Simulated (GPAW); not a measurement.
# Al2O3 (Pnnm) in GPAW: a series of runs

The runs below take Al2O3 through single point, band structure, with TB-mBJ, r2SCAN, PBEsol, RPBE.

Everything below comes from runs of GPAW 26.7.0. Logs are shortened: lines on timing, memory, paths and dates and some standing lists are left out, and cuts for length are marked. The log counts tension as positive stress, the text compression.

### Step 1. The structure

The structure is orthorhombic, space group Pnnm (No. 58). The conventional cell has a = 4.614 Å, b = 9.563 Å, c = 3.120 Å, α = 90.00°, β = 90.00°, γ = 90.00°. Al (site symmetry m) is surrounded by 4 O at 1.68 to 1.82 Å. O (site symmetry 2/m) has 2 Al at 1.68 Å as nearest neighbours. O (site symmetry m) has 3 Al at 1.82 Å as nearest neighbours.

Measurements of this composition are mostly on another form, of space group No. 167.

### Step 2. Single point, TB-mBJ

Input file run.py:

```python
from ase import Atoms
from ase.dft.bandgap import bandgap
from ase.io import write
from gpaw import GPAW, PW

atoms = Atoms(['Al', 'Al', 'Al', 'Al', 'O', 'O', 'O', 'O', 'O', 'O'],
              cell=[[4.613777, 0.0, 0.0],
                    [0.0, 9.563279, 0.0],
                    [0.0, 0.0, 3.119862]],
              scaled_positions=[[0.982975, 0.824573, 0.0],
                                [0.017025, 0.175427, 0.0],
                                [0.482975, 0.675427, 0.5],
                                [0.517025, 0.324573, 0.5],
                                [0.5, 0.5, 0.5],
                                [0.123635, 0.75305, 0.5],
                                [0.376365, 0.25305, 0.0],
                                [0.623635, 0.74695, 0.0],
                                [0.0, 0.0, 0.0],
                                [0.876365, 0.24695, 0.5]],
              pbc=True)

calc = GPAW(mode=PW(800),
            xc='TB09',
            kpts={'size': (4, 2, 6), 'gamma': True},
            occupations={'name': 'fermi-dirac', 'width': 0.05},
            nbands=44,
            convergence={'density': 1e-05, 'energy': 1e-05},
            eigensolver='cg',
            maxiter=150,
            txt='gpaw.txt')
atoms.calc = calc
energy = atoms.get_potential_energy()
calc.write('gs.gpw')
write('result.traj', atoms)
print('Fermi level:', round(calc.get_fermi_level(), 4), 'eV')
print(f'Gap: {bandgap(calc)[0]:.4f} eV, direct: {bandgap(calc, direct=True)[0]:.4f} eV')
```

Potentials or basis: GPAW PAW data sets for LDA (gpaw-data 1.2.1), pw.

Command:

```
$ OMP_NUM_THREADS=1 python run.py
```

gpaw.txt:

```text
___ ___ ___ _ _ _
 |   |   |_  | | | |
 | | | | | . | | | |
 |__ |  _|___|_____|  26.7.0
 |___|_|

Input parameters:
  convergence: {density: 1e-05,
                energy: 1e-05}
  eigensolver: cg
  kpts: {gamma: True,
         size: (4, 2, 6)}
  maxiter: 150
  mode: {ecut: 800.0,
         name: pw}
  nbands: 44
  occupations: {name: fermi-dirac,
                width: 0.05}
  xc: TB09

System changes: positions, numbers, cell, pbc, initial_charges, initial_magmoms

Initialize ...

species:
  Al:
    name:    Aluminium
    Z:       13.0
    valence: 3
    core:    10
    charge:  0.0  # [|e|]
    compensation charges:
      type: gauss
      rc: 0.34  # [Å]
      lmax: 2
    cutoffs:
      filter: 1.91  # [Å]
      core: 2.36  # [Å]
    projectors
    | kind |    occ | energy [eV] | rcut [Å] |
    |------|--------|-------------|----------|
    |   3s |  2.000 |      -7.830 |    1.085 |
    |   3p |  1.000 |      -2.783 |    1.085 |
    |    s |        |      19.382 |    1.085 |
    |    p |        |      24.428 |    1.085 |
    |    d |        |       0.000 |    1.085 |

    Using partial waves for Al as LCAO basis

  O:
    name:    Oxygen
    Z:       8.0
    valence: 6
    core:    2
    charge:  0.0  # [|e|]
    compensation charges:
      type: gauss
      rc: 0.21  # [Å]
      lmax: 2
    cutoffs:
      filter: 1.17  # [Å]
      core: 0.83  # [Å]
    projectors
    | kind |    occ | energy [eV] | rcut [Å] |
    |------|--------|-------------|----------|
    |   2s |  2.000 |     -23.752 |    0.688 |
    |   2p |  4.000 |      -9.195 |    0.598 |
    |    s |        |       3.459 |    0.688 |
    |    p |        |      18.016 |    0.598 |
    |    d |        |       0.000 |    0.619 |

    Using partial waves for O as LCAO basis

Reference energy: -38481.133639  # eV

Spin-paired calculation

Convergence criteria:
 Maximum [total energy] change in last 3 cyles: 1e-05 eV / valence electron
 Maximum integral of absolute [dens]ity change: 1e-05 electrons / valence electron
 Maximum integral of absolute [eigenst]ate change: 4e-08 eV^2 / valence electron
 Maximum number of scf [iter]ations: 150
 (Square brackets indicate name in SCF output, whereas a 'c' in
 the SCF output indicates the quantity has converged.)

Symmetries present (total): 4

  ( 1  0  0)  ( 1  0  0)  (-1  0  0)  (-1  0  0)
  ( 0  1  0)  ( 0  1  0)  ( 0 -1  0)  ( 0 -1  0)
  ( 0  0  1)  ( 0  0 -1)  ( 0  0  1)  ( 0  0 -1)

48 k-points: 4 x 2 x 6 Monkhorst-Pack grid + [1/8,1/4,1/12]
24 k-points in the irreducible part of the Brillouin zone
       k-points in crystal coordinates                weights
   0:     0.00000000    0.00000000    0.00000000          1/48
   1:     0.00000000    0.00000000    0.16666667          2/48
   2:     0.00000000    0.00000000    0.33333333          2/48
   3:     0.00000000    0.00000000    0.50000000          1/48
   4:     0.00000000    0.50000000    0.00000000          1/48
   5:     0.00000000    0.50000000    0.16666667          2/48
   6:     0.00000000    0.50000000    0.33333333          2/48
   7:     0.00000000    0.50000000    0.50000000          1/48
   8:     0.25000000    0.00000000    0.00000000          2/48
   9:     0.25000000    0.00000000    0.16666667          4/48
          ...
  23:     0.50000000    0.50000000    0.50000000          1/48

Wave functions: Plane wave expansion
  Cutoff energy: 800.000 eV
  Number of coefficients (min, max): 7028, 7112
  Pulay-stress correction: 0.000000 eV/Ang^3 (de/decut=0.000000)
  Using FFTW library
  ScaLapack parameters: grid=1x1, blocksize=None
  Wavefunction extrapolation:
    Improved wavefunction reuse through dual PAW basis

Occupation numbers: Fermi-Dirac:
  width: 0.0500  # eV

Eigensolver
   CG(niter=4, rtol=3.0e-01)

Densities:
  Coarse grid: 32*63*21 grid
  Fine grid: 64*126*42 grid
  Total Charge: 0.000000

Density mixing:
  Method: separate
  Backend: msr1
  Linear mixing parameter: 0.05
  old densities: 10
  Width of damping distribution: 1.1
  Damping of long wavelength oscillations: 20

Hamiltonian:
  XC and Coulomb potentials evaluated on a 64*126*42 grid
  Using the TB09 Exchange-Correlation functional
  External potential:
    NoExternalPotential

XC parameters: TB09 with 2 nearest neighbor stencil

Number of atoms: 10
Number of atomic orbitals: 40
Number of bands in calculation: 44
Number of valence electrons: 48
Bands to converge: occupied

... initialized

Initializing position-dependent things.

Density initialized from atomic densities
Creating initial wave functions:
  40 bands from LCAO basis set
  4 bands from random numbers

       .----------.
      /|          |
     / |          |
    /  O          |
   /   .--Al------.
  /   /  O       Al
 *   /   Al O   /
 |  /       O  /
 | /   O      /
 |/l         /
 O----------*

Atomic positions and initial magnetic moments

Positions:
   0 Al     4.535227    7.885622    0.000000    ( 0.0000,  0.0000,  0.0000)
   1 Al     0.078550    1.677657    0.000000    ( 0.0000,  0.0000,  0.0000)
   2 Al     2.228339    6.459297    1.559931    ( 0.0000,  0.0000,  0.0000)
   3 Al     2.385438    3.103982    1.559931    ( 0.0000,  0.0000,  0.0000)
   4 O      2.306888    4.781639    1.559931    ( 0.0000,  0.0000,  0.0000)
   5 O      0.570424    7.201627    1.559931    ( 0.0000,  0.0000,  0.0000)
   6 O      1.736464    2.419988    0.000000    ( 0.0000,  0.0000,  0.0000)
   7 O      2.877313    7.143291    0.000000    ( 0.0000,  0.0000,  0.0000)
   8 O      0.000000    0.000000    0.000000    ( 0.0000,  0.0000,  0.0000)
   9 O      4.043353    2.361652    1.559931    ( 0.0000,  0.0000,  0.0000)

Unit cell:
           periodic     x           y           z      points  spacing
  1. axis:    yes    4.613777    0.000000    0.000000    32     0.1442
  2. axis:    yes    0.000000    9.563279    0.000000    63     0.1518
  3. axis:    yes    0.000000    0.000000    3.119862    21     0.1486

  Lengths:   4.613777   9.563279   3.119862
  Angles:   90.000000  90.000000  90.000000

Effective grid spacing dv^(1/3) = 0.1481

iter:   1  3098.388297
iter:   2  3148.097637   +1.23  -0.54
iter:   3  3140.057918   +0.62  -0.86
iter:   4  3158.292544   -0.17  -0.77
iter:   5  3169.243975   -0.16  -1.01
iter:   6  3181.957732   -0.42  -1.17
iter:   7  3181.550612   -1.17  -1.53
iter:   8  3182.325048   -1.44  -1.57
iter:   9  3182.781609   -1.92  -1.70
iter:  10  3184.070104   -2.04  -1.71
iter:  11  3184.588287   -2.01  -1.86
[... 14 lines left out ...]
iter:  26  3192.762526   -3.33  -3.39
iter:  27  3192.949448   -3.44  -3.31
iter:  28  3192.883618   -3.64  -3.72
iter:  29  3192.907836   -4.39  -3.65
iter:  30  3192.923105   -5.06  -3.88
iter:  31  3192.961234   -5.59  -3.81
iter:  32  3192.969823   -5.50  -4.19
iter:  33  3192.983183   -6.22  -4.06
iter:  34  3193.002409   -5.95  -4.29
iter:  35  3193.018367   -5.88  -4.71
iter:  36  3193.024443   -6.39  -5.26c
iter:  37  3193.021765   -7.23  -5.17c
iter:  38  3193.030131   -7.01  -5.30c
iter:  39  3193.021393   -6.89  -5.22c
iter:  40  3193.027446   -6.91  -5.15c
iter:  41  3193.021197   -7.40  -5.07c
iter:  42  3193.023140   -7.22  -5.48c
iter:  43  3193.022446   -7.93c -5.40c
iter:  44  3193.021243   -8.04c -5.39c
iter:  45  3193.020236   -8.43c -5.59c
iter:  46  3193.020679   -8.55c -5.93c
iter:  47  3193.020195   -8.65c -5.85c
iter:  48  3193.020551   -9.22c -6.07c
iter:  49  3193.020653c  -9.58c -5.99c

Converged after 49 iterations.

Dipole moment: (-0.000000, -0.000000, -0.000000) |e|*Ang

Energy contributions relative to reference atoms: (reference = -38481.133639)

Kinetic:         +3.497455
Potential:      +20.238314
External:        +0.000000
XC:            +3171.132262
Entropy (-ST):   -0.000000
Local:           -1.847378
SIC:             +0.000000
--------------------------
Free energy:   +3193.020653
Extrapolated:  +3193.020653

Showing only first 2 kpts
 Kpt  Band  Eigenvalues  Occupancy
  0    22      2.99142    2.00000
  0    23      3.03068    2.00000
  0    24      8.95043    0.00000
  0    25     10.21603    0.00000

  1    22      2.66601    2.00000
  1    23      2.73189    2.00000
  1    24      9.79306    0.00000
  1    25     10.92905    0.00000

Fermi level: 4.13080

Gap: 5.920 eV
Transition (v -> c):
  (s=0, k=0, n=23, [0.00, 0.00, 0.00]) -> (s=0, k=0, n=24, [0.00, 0.00, 0.00])
No difference between direct/indirect transitions
Writing to gs.gpw (mode='')
```

Run time: 12 min. Hardware: 1 thread of Arm Neoverse V2, shared host; peak memory 0.46 GiB.

What came out:

- Band gap on the k mesh: 5.92 eV, direct

Caveat: a model potential gives levels but no total energy; the PAW data sets were made with another functional, which shifts forces and pressure a little.

### Step 3. Band structure, r2SCAN

run.py: that of step 2 with these lines changed.

```diff
@@ -3,2 +3,3 @@
 from ase.io import write
+from ase.units import GPa
 from gpaw import GPAW, PW
@@ -22,3 +23,3 @@
 calc = GPAW(mode=PW(800),
-            xc='TB09',
+            xc='MGGA_X_R2SCAN+MGGA_C_R2SCAN',
             kpts={'size': (4, 2, 6), 'gamma': True},
@@ -27,3 +28,2 @@
             convergence={'density': 1e-05, 'energy': 1e-05},
-            eigensolver='cg',
             maxiter=150,
@@ -32,5 +32,18 @@
 energy = atoms.get_potential_energy()
+forces = atoms.get_forces()
+stress = atoms.get_stress()
 calc.write('gs.gpw')
 write('result.traj', atoms)
+print(f'Energy: {energy:.6f} eV')
+print('Forces (eV/A):')
+print(forces.round(4))
+print('Stress (GPa):', (stress / GPa).round(3))
 print('Fermi level:', round(calc.get_fermi_level(), 4), 'eV')
 print(f'Gap: {bandgap(calc)[0]:.4f} eV, direct: {bandgap(calc, direct=True)[0]:.4f} eV')
+
+path = atoms.cell.bandpath('GXSYGZURTZ,YT,UX,SR', npoints=60, eps=1e-4)
+bs_calc = calc.fixed_density(kpts=path, symmetry='off', nbands=69,
+                             convergence={'bands': 'CBM+6.0', 'eigenstates': 1e-6}, txt='bands.txt')
+bs = bs_calc.band_structure()
+bs.write('bs.json')
+print(f'Gap on the path: {bandgap(bs_calc)[0]:.4f} eV')
```

Potentials or basis: GPAW PAW data sets (gpaw-data 1.2.1), pw.

Command:

```
$ OMP_NUM_THREADS=1 python run.py
```

Wall time 16 min (1 thread of Arm Neoverse V2, shared host); peak memory 1.1 GiB.

The run converged. Its results:

* Free energy: -94.9884 eV
* Pressure: -2.6 GPa
* Largest force: 0.213 eV/Å
* Band gap on the k mesh: 4.17 eV, direct
* Band gap along the path: 4.17 eV, direct

Forces in eV/Å, atoms in the order of the input:
```
Al  -0.089 -0.124  0.000
Al   0.089  0.124  0.000
Al  -0.090  0.126  0.000
Al   0.090 -0.126  0.000
O    0.000  0.000  0.000
O    0.194 -0.088  0.000
O   -0.195 -0.043  0.000
O    0.195  0.043  0.000
O    0.000  0.000  0.000
O   -0.194  0.088  0.000
```

Stress tensor (GPa, compression positive):
```
-1.17  0.00  0.00
 0.00 -0.55  0.00
 0.00  0.00 -6.19
```

Levels at the corners of the path, in eV from the valence-band top:
| point | band 22 | band 23 | band 24 | band 25 | band 26 | band 27 |
| --- | --- | --- | --- | --- | --- | --- |
| Γ | -0.53 | -0.06 | 0.00 | 4.17 | 5.88 | 6.76 |
| X | -1.08 | -0.72 | -0.72 | 8.52 | 8.52 | 8.66 |
| S | -1.22 | -0.57 | -0.57 | 7.61 | 7.61 | 8.88 |
| Y | -0.89 | -0.02 | -0.02 | 6.71 | 6.71 | 7.32 |
| Γ | -0.53 | -0.06 | 0.00 | 4.17 | 5.88 | 6.76 |
| Z | -0.74 | -0.03 | -0.03 | 4.86 | 4.86 | 7.34 |
| U | -1.15 | -0.62 | -0.62 | 8.44 | 8.44 | 8.70 |
| R | -1.05 | -0.73 | -0.73 | 7.79 | 7.79 | 8.98 |
| T | -0.82 | -0.02 | -0.02 | 6.79 | 6.80 | 7.11 |
| Z | -0.74 | -0.03 | -0.03 | 4.86 | 4.86 | 7.34 |
| Y | -0.89 | -0.02 | -0.02 | 6.71 | 6.71 | 7.32 |
| T | -0.82 | -0.02 | -0.02 | 6.79 | 6.80 | 7.11 |
| U | -1.15 | -0.62 | -0.62 | 8.44 | 8.44 | 8.70 |
| X | -1.08 | -0.72 | -0.72 | 8.52 | 8.52 | 8.66 |
| S | -1.22 | -0.57 | -0.57 | 7.61 | 7.61 | 8.88 |
| R | -1.05 | -0.73 | -0.73 | 7.79 | 7.79 | 8.98 |

Caveat: the PAW data sets were made with another functional, which shifts forces and pressure a little. r2SCAN opens gaps a little over a GGA but as a rule still falls short of measured ones.

### Step 4. Band structure, PBEsol

Input file run.py:

```python
from ase.dft.bandgap import bandgap
from ase.io import read, write
from ase.units import Bohr, GPa
from gpaw import GPAW, PW, setup_paths
from gpaw.elf import elf_from_dft_calculation

setup_paths.insert(0, '.')

atoms = read('Al2O3.xyz')

calc = GPAW(mode=PW(800),
            xc='PBEsol',
            kpts={'size': (5, 3, 7), 'gamma': True},
            occupations={'name': 'fermi-dirac', 'width': 0.05},
            nbands=44,
            convergence={'density': 1e-05, 'energy': 1e-05},
            maxiter=150,
            txt='gpaw.txt')
atoms.calc = calc
energy = atoms.get_potential_energy()
forces = atoms.get_forces()
stress = atoms.get_stress()
calc.write('gs.gpw')
write('result.traj', atoms)
print(f'Energy: {energy:.6f} eV')
print('Forces (eV/A):')
print(forces.round(4))
print('Stress (GPa):', (stress / GPa).round(3))
print('Fermi level:', round(calc.get_fermi_level(), 4), 'eV')
print(f'Gap: {bandgap(calc)[0]:.4f} eV, direct: {bandgap(calc, direct=True)[0]:.4f} eV')

# fields on the real-space grid
write('density.cube', atoms, data=calc.get_pseudo_density() * Bohr**3)
write('potential.cube', atoms, data=calc.get_electrostatic_potential())
write('elf.cube', atoms, data=elf_from_dft_calculation(calc).data)

path = atoms.cell.bandpath('GXSYGZURTZ,YT,UX,SR', npoints=60, eps=1e-4)
bs_calc = calc.fixed_density(kpts=path, symmetry='off', nbands=69,
                             convergence={'bands': 'CBM+6.0', 'eigenstates': 1e-6}, txt='bands.txt')
bs = bs_calc.band_structure()
bs.write('bs.json')
print(f'Gap on the path: {bandgap(bs_calc)[0]:.4f} eV')
```

Input file Al2O3.xyz:

```xyz
10
Lattice="4.6137770000 0.0000000000 0.0000000000 0.0000000000 9.5632790000 0.0000000000 0.0000000000 0.0000000000 3.1198620000" Properties=species:S:1:pos:R:3 pbc="T T T"
Al     4.5352274466      7.8856216549      0.0000000000
Al     0.0785495534      1.6776573451      0.0000000000
Al     2.2283389466      6.4592968451      1.5599310000
Al     2.3854380534      3.1039821549      1.5599310000
O      2.3068885000      4.7816395000      1.5599310000
O      0.5704243194      7.2016272510      1.5599310000
O      1.7364641806      2.4199877510      0.0000000000
O      2.8773128194      7.1432912490      0.0000000000
O      0.0000000000      0.0000000000      0.0000000000
O      4.0433526806      2.3616517490      1.5599310000
```

Potentials or basis: PAW data sets generated in the run's folder for this functional, pw.

Command:

```
$ gpaw-setup -f PBEsol Al O
$ OMP_NUM_THREADS=1 python run.py
```

It took 4.4 min on 1 thread of Intel Xeon 6975P-C (Granite Rapids), shared host; peak memory 1.1 GiB.

The run converged. Its results:

```yaml
Free_energy: -77.5188 eV
Pressure: -0.8 GPa
Largest_force: 0.175 eV/Å
Band_gap_on_the_k_mesh: 3.46 eV, direct
Band_gap_along_the_path: 3.46 eV, direct
```

Forces in eV/Å, atoms in the order of the input:
```
Al  -0.031 -0.154  0.000
Al   0.031  0.154  0.000
Al  -0.031  0.154  0.000
Al   0.031 -0.154  0.000
O    0.000  0.000  0.000
O    0.129 -0.118  0.000
O   -0.129 -0.117  0.000
O    0.129  0.117  0.000
O    0.000  0.000  0.000
O   -0.129  0.118  0.000
```

Stress tensor (GPa, compression positive):
```
 0.05  0.00  0.00
 0.00  1.77  0.00
 0.00  0.00 -4.19
```

Levels at the corners of the path, in eV from the valence-band top:
| point | band 21 | band 22 | band 23 | band 24 | band 25 | band 26 | band 27 | band 28 |
| --- | --- | --- | --- | --- | --- | --- | --- | --- |
| Γ | -1.05 | -0.51 | -0.06 | 0.00 | 3.46 | 5.00 | 6.05 | 6.78 |
| X | -1.07 | -1.07 | -0.72 | -0.72 | 7.59 | 7.59 | 7.95 | 7.95 |
| S | -1.22 | -1.22 | -0.55 | -0.55 | 6.80 | 6.80 | 7.97 | 7.97 |
| Y | -0.88 | -0.88 | -0.02 | -0.02 | 5.94 | 5.94 | 6.44 | 6.44 |
| Γ | -1.05 | -0.51 | -0.06 | 0.00 | 3.46 | 5.00 | 6.05 | 6.78 |
| Z | -0.72 | -0.72 | -0.03 | -0.03 | 4.12 | 4.12 | 6.42 | 6.42 |
| U | -1.15 | -1.15 | -0.61 | -0.61 | 7.51 | 7.51 | 7.99 | 7.99 |
| R | -1.04 | -1.04 | -0.72 | -0.72 | 7.01 | 7.01 | 7.95 | 7.95 |
| T | -0.80 | -0.80 | -0.02 | -0.02 | 5.91 | 5.91 | 6.42 | 6.42 |
| Z | -0.72 | -0.72 | -0.03 | -0.03 | 4.12 | 4.12 | 6.42 | 6.42 |
| Y | -0.88 | -0.88 | -0.02 | -0.02 | 5.94 | 5.94 | 6.44 | 6.44 |
| T | -0.80 | -0.80 | -0.02 | -0.02 | 5.91 | 5.91 | 6.42 | 6.42 |
| U | -1.15 | -1.15 | -0.61 | -0.61 | 7.51 | 7.51 | 7.99 | 7.99 |
| X | -1.07 | -1.07 | -0.72 | -0.72 | 7.59 | 7.59 | 7.95 | 7.95 |
| S | -1.22 | -1.22 | -0.55 | -0.55 | 6.80 | 6.80 | 7.97 | 7.97 |
| R | -1.04 | -1.04 | -0.72 | -0.72 | 7.01 | 7.01 | 7.95 | 7.95 |

[end of part 1 of 2]
